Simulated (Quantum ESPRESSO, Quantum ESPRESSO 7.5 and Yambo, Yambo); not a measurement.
## Quasiparticle gap of CdSe (F-43m) in Yambo

How does a plane-wave GW calculation on CdSe (F-43m) run from the first input to the gap?

Main program and level: Quantum ESPRESSO 7.5 and Yambo 5.3.0; PBE and many-body steps on it, plane waves.

**What was measured.**

- Gap 1.69 ± 0.02 eV: direct gap from (alpha E)^2 extrapolation; spectroscopic ellipsometry; 300 K; film (fully relaxed MBE film, 304 nm) on GaAs(100) (“Band gap bowing of binary alloys: Experimental results compared to theoretical tight-binding supercell calculations for CdZnSe”, 2010, arxiv:1007.2297).

## Step 1: Set-up

The structure is cubic, space group F-43m (No. 216). The conventional cell has a = 6.050 Å, b = 6.050 Å, c = 6.050 Å, α = 90.00°, β = 90.00°, γ = 90.00°. Cd has 4 Se at 2.62 Å nearest. Nearest to Se lie 4 Cd at 2.62 Å. Farther neighbours and most contacts between anions are not listed.

The lattice is a measured one from papers, the positions are the Materials Project's; both are kept fixed.

## Step 2: Ground state

This step: Quantum ESPRESSO 7.5; DFT, PBE with spin-orbit coupling, plane waves, norm-conserving pseudopotentials.

The ground-state density comes first.

Contents of pw.in:

```
&control
  calculation = 'scf'
  prefix = 'x'
  outdir = 'o'
  pseudo_dir = 'pseudo'
/
&system
  ibrav = 0
  nat = 2
  ntyp = 2
  ecutwfc = 104.0
  nbnd = 54
  force_symmorphic = .true.
  noncolin = .true.
  lspinorb = .true.
/
&electrons
  conv_thr = 1e-10
  electron_maxstep = 80
  mixing_beta = 0.5
/
ATOMIC_SPECIES
  Cd 112.41 Cd.upf
  Se 78.971 Se.upf
CELL_PARAMETERS angstrom
  0.0000000000 3.0250000000 3.0250000000
  3.0250000000 0.0000000000 3.0250000000
  3.0250000000 3.0250000000 0.0000000000
ATOMIC_POSITIONS crystal
  Cd 0.0000000000 0.0000000000 0.0000000000
  Se 0.7500000000 0.7500000000 0.7500000000
K_POINTS automatic
  6 6 6 0 0 0
```

Command:

```console
$ OMP_NUM_THREADS=1 mpirun -n 4 pw.x -nk 4 -in pw.in > pw.out
```

What it wrote:

```text
Program PWSCF v.7.5 starts

     This program is part of the open-source Quantum ESPRESSO suite
     for quantum simulation of materials; please cite
         "P. Giannozzi et al., J. Phys.:Condens. Matter 21 395502 (2009);
         "P. Giannozzi et al., J. Phys.:Condens. Matter 29 465901 (2017);
         "P. Giannozzi et al., J. Chem. Phys. 152 154105 (2020);
     in publications or presentations arising from this work. More details at
     Message from routine setup:
     using ibrav=0 with symmetry is DISCOURAGED, use correct ibrav instead

     G-vector sticks info

     bravais-lattice index     =            0
     lattice parameter (alat)  =       8.0842  a.u.
     unit-cell volume          =     373.5964 (a.u.)^3
     number of atoms/cell      =            2
     number of atomic types    =            2
     number of electrons       =        44.00
     number of Kohn-Sham states=           54
     kinetic-energy cutoff     =     104.0000  Ry
     charge density cutoff     =     416.0000  Ry
     scf convergence threshold =      1.0E-10
     mixing beta               =       0.5000
     number of iterations used =            8  plain     mixing
     Exchange-correlation= PBE
                           (   1   4   3   4   0   0   0)
     Non magnetic calculation with spin-orbit

     celldm(1)=   8.084241  celldm(2)=   0.000000  celldm(3)=   0.000000
     celldm(4)=   0.000000  celldm(5)=   0.000000  celldm(6)=   0.000000

     crystal axes: (cart. coord. in units of alat)
               a(1) = (   0.000000   0.707107   0.707107 )
               a(2) = (   0.707107   0.000000   0.707107 )
               a(3) = (   0.707107   0.707107   0.000000 )

     reciprocal axes: (cart. coord. in units 2 pi/alat)
               b(1) = ( -0.707107  0.707107  0.707107 )
               b(2) = (  0.707107 -0.707107  0.707107 )
               b(3) = (  0.707107  0.707107 -0.707107 )
     Pseudo is Norm-conserving + core correction, Zval = 20.0
     Generated using ONCVPSP code by D. R. Hamann
     Using radial grid of 1368 points, 10 beta functions with:
     Pseudo is Norm-conserving + core correction, Zval = 24.0
     Generated using ONCVPSP code by D. R. Hamann
     Using radial grid of 1214 points, 10 beta functions with:
     Cd               20.00   112.41000     Cd( 1.00)
     Se               24.00    78.97100     Se( 1.00)

     24 Sym. Ops. (no inversion) found

   Cartesian axes

     site n.     atom                  positions (alat units)
         1        Cd     tau(   1) = (   0.0000000   0.0000000   0.0000000  )
         2        Se     tau(   2) = (   1.0606602   1.0606602   1.0606602  )

     number of k points=    16
                       cart. coord. in units 2pi/alat
        k(    1) = (   0.0000000   0.0000000   0.0000000), wk =   0.0046296
        k(    2) = (   0.1178511   0.1178511  -0.1178511), wk =   0.0370370
        k(    3) = (   0.2357023   0.2357023  -0.2357023), wk =   0.0370370
        k(    4) = (  -0.3535534  -0.3535534   0.3535534), wk =   0.0185185
        k(    5) = (   0.2357023   0.0000000  -0.0000000), wk =   0.0277778
        k(    6) = (   0.3535534   0.1178511  -0.1178511), wk =   0.1111111
        k(    7) = (  -0.2357023  -0.4714045   0.4714045), wk =   0.1111111
        k(    8) = (  -0.1178511  -0.3535534   0.3535534), wk =   0.1111111
        k(    9) = (   0.0000000  -0.2357023   0.2357023), wk =   0.0555556
        k(   10) = (   0.4714045   0.0000000  -0.0000000), wk =   0.0277778
     [... 4 further rows ...]
        k(   15) = (  -0.1178511  -0.3535534   0.5892557), wk =   0.1111111
        k(   16) = (  -0.7071068   0.2357023   0.0000000), wk =   0.0555556

     Dense  grid:    53497 G-vectors     FFT dimensions: (  54,  54,  54)

     Initial potential from superposition of free atoms

     starting charge      43.9997, renormalised to      44.0000
     Starting wfcs are   46 randomized atomic wfcs +    8 random wfcs

     per-process dynamical memory:   120.9 Mb

     Self-consistent Calculation

     iteration #  1     ecut=   104.00 Ry     beta= 0.50

     Threshold (ethr) on eigenvalues was too large:
     Diagonalizing with lowered threshold

     total energy              =   -1027.11287647 Ry
     estimated scf accuracy    <       0.08446925 Ry

     iteration #  2     ecut=   104.00 Ry     beta= 0.50

     total energy              =   -1027.13319035 Ry
     estimated scf accuracy    <       0.00827238 Ry

     iteration #  3     ecut=   104.00 Ry     beta= 0.50

     total energy              =   -1027.13448480 Ry
     estimated scf accuracy    <       0.00088641 Ry

     iteration #  4     ecut=   104.00 Ry     beta= 0.50

     total energy              =   -1027.13456558 Ry
     estimated scf accuracy    <       0.00004821 Ry

     iteration #  5     ecut=   104.00 Ry     beta= 0.50

     total energy              =   -1027.13456985 Ry
     estimated scf accuracy    <       0.00000463 Ry

     iteration #  6     ecut=   104.00 Ry     beta= 0.50

     total energy              =   -1027.13457070 Ry
     estimated scf accuracy    <       0.00000021 Ry

     iteration #  7     ecut=   104.00 Ry     beta= 0.50

     total energy              =   -1027.13457074 Ry
     estimated scf accuracy    <       0.00000009 Ry

     iteration #  8     ecut=   104.00 Ry     beta= 0.50

     total energy              =   -1027.13457075 Ry
     estimated scf accuracy    <          1.2E-09 Ry

     iteration #  9     ecut=   104.00 Ry     beta= 0.50

     total energy              =   -1027.13457075 Ry
     estimated scf accuracy    <          8.9E-10 Ry

     iteration # 10     ecut=   104.00 Ry     beta= 0.50

     End of self-consistent calculation

          k = 0.0000 0.0000 0.0000 (  6735 PWs)   bands (ev):

  -198.6353-198.6353-142.1087-142.1087-136.2371-136.2371-136.2371-136.2371
   -93.3038 -93.3038 -58.4140 -58.4140 -52.5967 -52.5967 -52.5967 -52.5967
   -38.8827 -38.8827 -38.8827 -38.8827 -37.9906 -37.9906 -37.9882 -37.9882
   -37.9882 -37.9882  -4.3362  -4.3362   0.0915   0.0915   0.0915   0.0915
     0.5915   0.5915   0.9050   0.9050   0.9050   0.9050   8.1027   8.1027
     8.4652   8.4652   8.4652   8.4652   8.9894   8.9894  14.0074  14.0074
    14.4179  14.4179  14.4179  14.4179  18.2099  18.2099

          k = 0.1179 0.1179-0.1179 (  6657 PWs)   bands (ev):

  -198.6353-198.6353-142.1087-142.1087-136.2371-136.2371-136.2371-136.2371
   -93.3038 -93.3038 -58.4141 -58.4141 -52.5967 -52.5967 -52.5967 -52.5967
   -38.8827 -38.8827 -38.8827 -38.8827 -37.9906 -37.9906 -37.9882 -37.9882
   -37.9882 -37.9882  -4.2407  -4.2407   0.0869   0.1209   0.1580   0.1580
     0.6413   0.6413   0.9010   0.9063   0.9063   0.9454   6.6168   6.6168
     8.0107   8.0107   8.2353   8.2594  10.2962  10.2962  14.0269  14.0269
    14.5095  14.5095  14.7463  14.7467  18.4926  18.5094

          k = 0.2357 0.2357-0.2357 (  6724 PWs)   bands (ev):

  -198.6353-198.6353-142.1087-142.1087-136.2371-136.2371-136.2371-136.2371
   -93.3038 -93.3038 -58.4141 -58.4141 -52.5969 -52.5969 -52.5967 -52.5967
   -38.8827 -38.8827 -38.8827 -38.8827 -37.9905 -37.9905 -37.9882 -37.9882
   -37.9882 -37.9882  -4.0467  -4.0467   0.1060   0.1400   0.3343   0.3343
     0.7236   0.7236   0.9460   0.9908   1.0203   1.0203   4.7647   4.7647
     7.6251   7.6251   7.8517   7.8747  10.7804  10.7804  14.7461  14.7461
    14.9640  14.9644  14.9646  14.9646  18.2212  18.2213

          k =-0.3536-0.3536 0.3536 (  6658 PWs)   bands (ev):

     [... further k-points ...]

     highest occupied, lowest unoccupied level (ev):     8.4652    8.9894

!    total energy              =   -1027.13457075 Ry
     estimated scf accuracy    <          7.3E-11 Ry

     The total energy is the sum of the following terms:
     one-electron contribution =    -880.66987419 Ry
     hartree contribution      =     418.46288741 Ry
     xc contribution           =    -106.18920273 Ry
     ewald contribution        =    -458.73838124 Ry

     convergence has been achieved in  10 iterations

     XML data file, charge density, pseudopotentials, collected wavefunctions

=------------------------------------------------------------------------------=
   JOB DONE.
=------------------------------------------------------------------------------=
```

Wall time 78 s (4 MPI ranks of Arm Neoverse V1, shared host); peak memory 0.89 GiB.

This step gave:

```
total energy               : -13974.8778 eV
gap                        : 0.5242 eV
k of the valence top       : 0, 0, 0
k of the conduction bottom : 0, 0, 0
least direct gap           : 0.5242 eV
```

The gap is direct, at Γ.

## Step 3: Bands along the symmetry lines

The cheap functional maps the bands first; the places of the edges decide which points the dearer methods must see.

Contents of pw.in:

```
&control
  calculation = 'bands'
  prefix = 'x'
  outdir = 'o'
  pseudo_dir = 'pseudo'
/
&system
  ibrav = 0
  nat = 2
  ntyp = 2
  ecutwfc = 104.0
  nbnd = 56
  force_symmorphic = .true.
  noncolin = .true.
  lspinorb = .true.
/
&electrons
  conv_thr = 1e-9
  electron_maxstep = 80
  diago_full_acc = .true.
  diago_thr_init = 5e-6
/
ATOMIC_SPECIES
  Cd 112.41 Cd.upf
  Se 78.971 Se.upf
CELL_PARAMETERS angstrom
  0.0000000000 3.0250000000 3.0250000000
  3.0250000000 0.0000000000 3.0250000000
  3.0250000000 3.0250000000 0.0000000000
ATOMIC_POSITIONS crystal
  Cd 0.0000000000 0.0000000000 0.0000000000
  Se 0.7500000000 0.7500000000 0.7500000000
K_POINTS crystal
  50
  0.00000000 0.00000000 0.00000000 1
  -0.06250000 -0.06250000 0.00000000 1
  -0.12500000 -0.12500000 0.00000000 1
  -0.18750000 -0.18750000 0.00000000 1
  -0.25000000 -0.25000000 0.00000000 1
  -0.31250000 -0.31250000 0.00000000 1
  -0.37500000 -0.37500000 0.00000000 1
  -0.43750000 -0.43750000 0.00000000 1
  -0.50000000 -0.50000000 0.00000000 1
  -0.48437500 -0.48437500 0.03125000 1
  -0.46875000 -0.46875000 0.06250000 1
  -0.45312500 -0.45312500 0.09375000 1
  -0.43750000 -0.43750000 0.12500000 1
  -0.42187500 -0.42187500 0.15625000 1
  -0.40625000 -0.40625000 0.18750000 1
  -0.39062500 -0.39062500 0.21875000 1
  -0.37500000 -0.37500000 0.25000000 1
  -0.37500000 0.00000000 0.37500000 1
  -0.32812500 0.00000000 0.32812500 1
  -0.28125000 0.00000000 0.28125000 1
  -0.23437500 0.00000000 0.23437500 1
  -0.18750000 0.00000000 0.18750000 1
  -0.14062500 0.00000000 0.14062500 1
  -0.09375000 0.00000000 0.09375000 1
  -0.04687500 0.00000000 0.04687500 1
  0.00000000 0.00000000 0.00000000 1
  0.00000000 0.00000000 0.06250000 1
  0.00000000 0.00000000 0.12500000 1
  0.00000000 0.00000000 0.18750000 1
  0.00000000 0.00000000 0.25000000 1
  0.00000000 0.00000000 0.31250000 1
  0.00000000 0.00000000 0.37500000 1
  0.00000000 0.00000000 0.43750000 1
  -0.00000000 -0.00000000 0.50000000 1
  -0.06250000 -0.03125000 0.46875000 1
  -0.12500000 -0.06250000 0.43750000 1
  -0.18750000 -0.09375000 0.40625000 1
  -0.25000000 -0.12500000 0.37500000 1
  -0.31250000 -0.15625000 0.34375000 1
  -0.37500000 -0.18750000 0.31250000 1
  -0.43750000 -0.21875000 0.28125000 1
  -0.50000000 -0.25000000 0.25000000 1
  -0.50000000 -0.28125000 0.21875000 1
  -0.50000000 -0.31250000 0.18750000 1
  -0.50000000 -0.34375000 0.15625000 1
  -0.50000000 -0.37500000 0.12500000 1
  -0.50000000 -0.40625000 0.09375000 1
  -0.50000000 -0.43750000 0.06250000 1
  -0.50000000 -0.46875000 0.03125000 1
  -0.50000000 -0.50000000 0.00000000 1
```

What it wrote:

```text
[banner, memory and clock lines left out]
Program PWSCF v.7.5 starts

     Atomic positions and unit cell read from directory:
     o/x.save/

     Message from routine setup:
     using ibrav=0 with symmetry is DISCOURAGED, use correct ibrav instead

     G-vector sticks info

     bravais-lattice index     =            0
     lattice parameter (alat)  =       8.0842  a.u.
     unit-cell volume          =     373.5964 (a.u.)^3
     number of atoms/cell      =            2
     number of atomic types    =            2
     number of electrons       =        44.00
     number of Kohn-Sham states=           56
     kinetic-energy cutoff     =     104.0000  Ry
     charge density cutoff     =     416.0000  Ry
     Exchange-correlation= PBE
                           (   1   4   3   4   0   0   0)
     Non magnetic calculation with spin-orbit

     celldm(1)=   8.084241  celldm(2)=   0.000000  celldm(3)=   0.000000
     celldm(4)=   0.000000  celldm(5)=   0.000000  celldm(6)=   0.000000

     crystal axes: (cart. coord. in units of alat)
               a(1) = (   0.000000   0.707107   0.707107 )
               a(2) = (   0.707107   0.000000   0.707107 )
               a(3) = (   0.707107   0.707107   0.000000 )

     reciprocal axes: (cart. coord. in units 2 pi/alat)
               b(1) = ( -0.707107  0.707107  0.707107 )
               b(2) = (  0.707107 -0.707107  0.707107 )
               b(3) = (  0.707107  0.707107 -0.707107 )
     Pseudo is Norm-conserving + core correction, Zval = 20.0
     Generated using ONCVPSP code by D. R. Hamann
     Using radial grid of 1368 points, 10 beta functions with:
     Pseudo is Norm-conserving + core correction, Zval = 24.0
     Generated using ONCVPSP code by D. R. Hamann
     Using radial grid of 1214 points, 10 beta functions with:
     Cd               20.00   112.41000     Cd( 1.00)
     Se               24.00    78.97100     Se( 1.00)

     24 Sym. Ops. (no inversion) found

   Cartesian axes

     site n.     atom                  positions (alat units)
         1        Cd     tau(   1) = (   0.0000000   0.0000000   0.0000000  )
         2        Se     tau(   2) = (   1.0606602   1.0606602   1.0606602  )

     number of k points=    50
                       cart. coord. in units 2pi/alat
        k(    1) = (   0.0000000   0.0000000   0.0000000), wk =   0.0200000
        k(    2) = (   0.0000000   0.0000000  -0.0883883), wk =   0.0200000
        k(    3) = (   0.0000000   0.0000000  -0.1767767), wk =   0.0200000
[...]
[... 38 further rows ...]
        k(   49) = (   0.0441942  -0.0000000  -0.7071068), wk =   0.0200000
        k(   50) = (   0.0000000   0.0000000  -0.7071068), wk =   0.0200000

     Dense  grid:    53497 G-vectors     FFT dimensions: (  54,  54,  54)

     The potential is recalculated from file :
     o/x.save/charge-density

     Starting wfcs are   46 randomized atomic wfcs +   10 random wfcs

     Band Structure Calculation

     End of band structure calculation

          k = 0.0000 0.0000 0.0000 (  6735 PWs)   bands (ev):

  -198.6355-198.6355-142.1088-142.1088-136.2373-136.2373-136.2373-136.2373
   -93.3038 -93.3038 -58.4140 -58.4140 -52.5967 -52.5967 -52.5967 -52.5967
   -38.8828 -38.8828 -38.8828 -38.8828 -37.9907 -37.9907 -37.9883 -37.9883
   -37.9883 -37.9883  -4.3362  -4.3362   0.0915   0.0915   0.0915   0.0915
[...]
k = 0.0000 0.0000-0.0884 (  6703 PWs)   bands (ev):

  -198.6355-198.6355-142.1088-142.1088-136.2373-136.2373-136.2373-136.2373
[...]
k = 0.0000 0.0000-0.1768 (  6667 PWs)   bands (ev):

  -198.6355-198.6355-142.1088-142.1088-136.2373-136.2373-136.2373-136.2373
[...]
k =-0.0000 0.0000-0.2652 (  6679 PWs)   bands (ev):

[...]
k = 0.0000 0.0000-0.3536 (  6715 PWs)   bands (ev):

[...]
k = 0.0000-0.0000-0.4419 (  6698 PWs)   bands (ev):

[...]
k =-0.0000 0.0000-0.5303 (  6686 PWs)   bands (ev):

[...]
k = 0.0000-0.0000-0.6187 (  6710 PWs)   bands (ev):

[...]
k = 0.5303-0.0000-0.5303 (  6713 PWs)   bands (ev):

[...]
k = 0.0000 0.0000 0.0000 (  6735 PWs)   bands (ev):

[...]
k = 0.1326 0.0000-0.7071 (  6698 PWs)   bands (ev):

[...]
k = 0.0884-0.0000-0.7071 (  6702 PWs)   bands (ev):

[...]
k = 0.0442-0.0000-0.7071 (  6728 PWs)   bands (ev):

  -198.6355-198.6355-142.1088-142.1088-136.2373-136.2373-136.2373-136.2373
[...]
k = 0.0000 0.0000-0.7071 (  6710 PWs)   bands (ev):

  -198.6355-198.6355-142.1088-142.1088-136.2373-136.2373-136.2373-136.2373
[...]
6.3715   6.3715   6.4983   6.4983  11.4632  11.4632  12.1299  12.1299
    17.5024  17.5024  18.6027  18.6028  18.7130  18.7130  20.6974  20.6974

     XML data file, pseudopotentials, collected wavefunctions
```

It took 60 s on 4 MPI ranks; peak memory 0.6 GiB; 4 min of CPU time.

This step gave:

```yaml
gap: 0.5242 eV
k_of_the_valence_top: 0, 0, 0
k_of_the_conduction_bottom: 0, 0, 0
least_direct_gap: 0.5242 eV
```

The gap is 0.524 eV, as in the run before at this level.

The electronic bands at the labelled points (eV, zero at the top of the highest filled band):

```
    point  band 41  band 42  band 43  band 44  band 45  band 46  band 47  band 48
        Γ     0.00     0.00     0.00     0.00     0.52     0.52     5.54     5.54
  halfway    -1.26    -1.26    -1.11    -1.11     3.22     3.22     4.09     4.09
        X    -2.09    -2.09    -1.97    -1.97     3.00     3.00     3.66     3.66
  halfway    -2.34    -2.30    -1.93    -1.92     3.26     3.29     4.02     4.07
        U    -2.76    -2.68    -1.68    -1.68     3.59     3.60     5.02     5.13
jump to K    -2.76    -2.68    -1.68    -1.68     3.59     3.60     5.02     5.13
  halfway    -1.59    -1.55    -0.57    -0.54     3.08     3.12     5.53     5.63
        Γ     0.00     0.00     0.00     0.00     0.52     0.52     5.54     5.54
  halfway    -0.66    -0.66    -0.43    -0.40     2.21     2.21     5.85     5.85
        L    -1.01    -1.01    -0.78    -0.78     2.30     2.30     6.25     6.25
  halfway    -2.19    -2.13    -1.38    -1.36     3.77     3.81     5.32     5.35
        W    -2.53    -2.39    -2.36    -2.35     4.88     5.07     5.09     5.13
  halfway    -2.33    -2.23    -2.19    -2.14     3.72     3.76     4.19     4.27
        X    -2.09    -2.09    -1.97    -1.97     3.00     3.00     3.66     3.66
```

(Part 1 of 3 ends here.)

[Paths, hosts, dates, memory and timing lines, banners, echoed tables and standing remarks are left out of the program output.]

[Logs are printed without paths, hosts, clocks, repeated set-up lines and the standing remarks that a program may print on its own settings, such as how far it seeks lower states.]

[Runs of the session that timed out or met a known fault of the program may be left out.]

[Hosts, paths, dates, database ids (printed as entryN), source tags and the programs' standing remarks are cut or masked in the printed files.]
